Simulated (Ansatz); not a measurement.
Ansatz input file:

```yaml
crystal:
  lattice:
    - [0.0, 2.8445, 2.8445]
    - [2.8445, 0.0, 2.8445]
    - [2.8445, 2.8445, 0.0]
  atoms:
    - { symbol: Li, position: [0.25, 0.25, 0.25] }
    - { symbol: Li, position: [0.75, 0.75, 0.75] }
    - { symbol: S, position: [0.0, 0.0, 0.0] }
basis:
  ecutwfc: 420
kpoints:
  mp_grid: { grid: [8, 8, 8] }
hamiltonian:
  xc: pbe
scf:
  occupations: { method: gaussian, width: 0.02 }
output:
  forces: true
  stress: true
  eigenvalues: true
  populations: true
```

Command:
```bash
ansatz run input.yaml --threads 1 --pin off --max-ram 2560MiB --backend cpu --events-out ev --progress --plain --runs-dir out
```

Level of theory: Ansatz 0.2.0, DFT PBE, scalar-relativistic, plane waves, PAW.

Part of what the program printed, abridged:

```
Pseudopotentials: kind: paw
Pseudopotential: Li, paw, valence charge 3, recommended cutoff 420 eV (normal)
Pseudopotential: S, paw, valence charge 6, recommended cutoff 420 eV (normal)
Functional definition: PBE
Crystal: 3 atoms, lattice volume = 46.031 Å³
Basis set: ecut = 420 eV, 893 PW (Γ), exchange–correlation on 54×54×54 points (8 copies of the dense FFT grid, shifted against one another)
Bands: 10, of which v1, the nominal top of the filled ones, is band 6 counted from 1 (5 counted from 0)
Symmetry: 48 space group operations
Space group: Fm-3m (ITA 225), of the structure as read, at distance tolerance 3.6e-5 Å
k-points: 29 of 512
Initial density: superposition of atomic densities (neutral atoms: chi_scale 0, normalization atom), corrected by the library's trained network
Initial wavefunctions: pseudopotential atomic-orbital guess
Functional: x = pbe(κ = 0.804, μ = 0.21951497), c = pbe(β = 0.06672455)
SCF iter   1: F=—  HF=-1315.506227 eV  |F-HF|=—  |Δ(HF+E_count)|=         —  Δρ=3.50e-4  dr2=6.16e-5  ethr=1.77e-3  ⟨swp⟩=5.1  Hψ=1817  notcnv=0
SCF iter   2: F=—  HF=-1315.505818 eV  |F-HF|=—  |Δ(HF+E_count)|=   4.09e-4  Δρ=3.52e-4  dr2=9.26e-5  ethr=5.13e-7  ⟨swp⟩=2.7  Hψ=791  notcnv=0
SCF iter   3: F=—  HF=-1315.505805 eV  |F-HF|=—  |Δ(HF+E_count)|=   1.24e-5  Δρ=1.67e-4  dr2=1.84e-5  ethr=5.13e-7  ⟨swp⟩=2.2  Hψ=377  notcnv=0
SCF iter   4: F=—  HF=-1315.505821 eV  |F-HF|=—  |Δ(HF+E_count)|=   1.57e-5  Δρ=6.81e-5  dr2=3.49e-6  ethr=1.53e-7  ⟨swp⟩=2.0  Hψ=406  notcnv=0
SCF iter   5: F=—  HF=-1315.505820 eV  |F-HF|=—  |Δ(HF+E_count)|=   8.95e-7  Δρ=3.04e-5  dr2=6.95e-7  ethr=2.91e-8  ⟨swp⟩=2.0  Hψ=385  notcnv=0
SCF iter   6: F=-1315.505820 eV  HF=-1315.505820 eV  |F-HF|=6.36e-8  |Δ(HF+E_count)|=   2.01e-7  Δρ=1.06e-5  dr2=8.45e-8  ethr=8.33e-10  ⟨swp⟩=2.2  Hψ=1000  notcnv=0
SCF 1 converged in 6 iterations: F = -1315.505820 eV  dr2 = 8.45e-8
SCF converged after 6 iterations
Free energy (F): -1315.505820 eV
Harris-Foulkes:  -1315.505820 eV  (|F-HF|=6.36e-8)
Internal energy: -1315.505820 eV  (E = F + TS)
E sigma→0 (E₀):  -1315.505820 eV
Fermi energy:    4.066680 eV
--- Per-component energies (eV) ---
  E_band       = -177.487395
  E_kinetic    = 152.801836
  E_local      = -368.093578  (includes V_loc(G=0)·N_el)
  E_nonlocal   = -38.064623
  E_hartree    = 111.835757
  E_xc         = -120.253197
  E_vxc        = -117.295859  (∫ρ·V_xc dr)
  E_paw        = -642.501666  (= ΣΔE_a)
  E_vpaw       = -30.503677  (= ΣTr[D̂ρ^β])
  E_aug_tail   = 0.000054  (compensation charges beyond the density's cutoff)
  E_ewald      = -411.230403
  E_smearing   =  0.000000  (= −TS)
--- Forces (eV/Å), atoms counted from 1 ---
  atom   1  Li     0.00000000     0.00000000     0.00000000
  atom   2  Li     0.00000000     0.00000000     0.00000000
  atom   3  S      0.00000000     0.00000000     0.00000000
--- Stress (GPa, compression-positive) ---
        0.363932       0.000000       0.000000
        0.000000       0.363932       0.000000
        0.000000       0.000000       0.363932
  P = ⅓ Tr σ = 0.3639 GPa (3.639 kbar)
--- Band table (eV; the first three rows and the last of 29) ---
  k-point 0: bands = ["-41.7766", "-41.7332", "-8.6642", "2.3726", "2.3726", "2.3726", "6.6629", "8.5939", "8.5939", "8.5939"]
  k-point 1: bands = ["-41.7748", "-41.7347", "-8.6072", "1.7737", "2.2842", "2.2842", "7.0949", "8.8295", "8.8295", "8.9459"]
  k-point 2: bands = ["-41.7698", "-41.7391", "-8.4608", "0.6781", "2.0930", "2.0930", "7.7614", "9.1547", "9.1547", "9.7959"]
  k-point 28: bands = ["-41.7538", "-41.7538", "-8.0895", "0.5377", "0.5377", "0.6056", "7.8532", "9.6765", "11.2478", "11.2478"]
--- Löwdin populations: 3 sites ---
  site symbol q [e]
     0     Li      2.3550
     1     Li      2.3550
     2      S      7.1462
  spilling = 0.011982 (of n_electrons = 12.000000)
```

Self-consistency was reached.

The run took 0.95 s on 1 thread of Arm Neoverse V2, with other jobs on the host, peak memory 0.28 GiB.